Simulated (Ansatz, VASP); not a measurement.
# Mg in VASP and in Ansatz

File INCAR:

```
PREC = Accurate
ENCUT = 520
EDIFF = 1E-8
ISMEAR = -1
SIGMA = 0.05
LREAL = F
LASPH = T
NELM = 60
ALGO = Normal
ISIF = 2
LWAVE = F
LCHARG = F
GGA = CA
LEFG = T
NBANDS = 9
```

Contents of KPOINTS:

```
Automatic mesh
0
Gamma
  12 12 7
```

Contents of POSCAR:

```
Mg
1.0
    3.2092715325      0.0000000000      0.0000000000
   -1.6046357662      2.7793106748      0.0000000000
    0.0000000000      0.0000000000      5.2103300000
Mg
2
Direct
    0.3333333333      0.6666666667      0.2500000000
    0.6666666667      0.3333333333      0.7500000000
```

Input for Ansatz:

```yaml
crystal:
  lattice:
    - [3.2092715325, 0.0, 0.0]
    - [-1.6046357662, 2.7793106748, 0.0]
    - [0.0, 0.0, 5.21033]
  atoms:
    - { symbol: Mg, position: [0.3333333333, 0.6666666667, 0.25] }
    - { symbol: Mg, position: [0.6666666667, 0.3333333333, 0.75] }
kpoints:
  mp_grid: { grid: [12, 12, 7] }
  band_path:
    path:
      - [0.0, 0.0, 0.0]
      - [0.5, 0.0, 0.0]
      - [0.3333333333, 0.3333333333, 0.0]
      - [0.0, 0.0, 0.0]
      - [0.0, 0.0, 0.5]
      - [0.5, 0.0, 0.5]
      - [0.3333333333, 0.3333333333, 0.5]
      - [0.0, 0.0, 0.5]
      - [0.5, 0.0, 0.5]
    npoints: 8
scf:
  occupations: { method: fermi_dirac, width: 0.05 }
hamiltonian:
  xc: lda
  pseudopotentials: { kind: all_electron, datasets: crystal }
output:
  forces: true
  stress: true
  eigenvalues: true
  efg: { contact_densities: true }
```

Alike in both runs: task electric field gradients; functional LDA; k mesh 12 × 12 × 7; occupations fermi-dirac, width 0.05 eV; no spin polarisation.

|  | VASP | Ansatz |
| --- | --- | --- |
| version | VASP 6.6.1 | Ansatz 0.2.0 |
| potentials or method | VASP PAW LDA potentials, release 64 (Mg) | all-electron PAW with datasets made for the crystal, scalar-relativistic |
| plane-wave cutoff (eV) | 520 | see its input |

Ansatz gave:

| Quantity | Value |
| --- | --- |
| pressure (GPa) | -2.5 |
| largest component of the traceless stress (GPa) | 0.59 |
| Vzz of the field gradient on the site that differs most (V/Å²) | 1.4 |

Question: What did VASP give for the same quantities?

Answer: Pressure (GPa): -2.8; largest component of the traceless stress (GPa): 0.59; Vzz of the field gradient on the site that differs most (V/Å²): 1.3.

Ansatz ran all-electron here, so the differences hold the error of VASP's frozen core and of both bases.
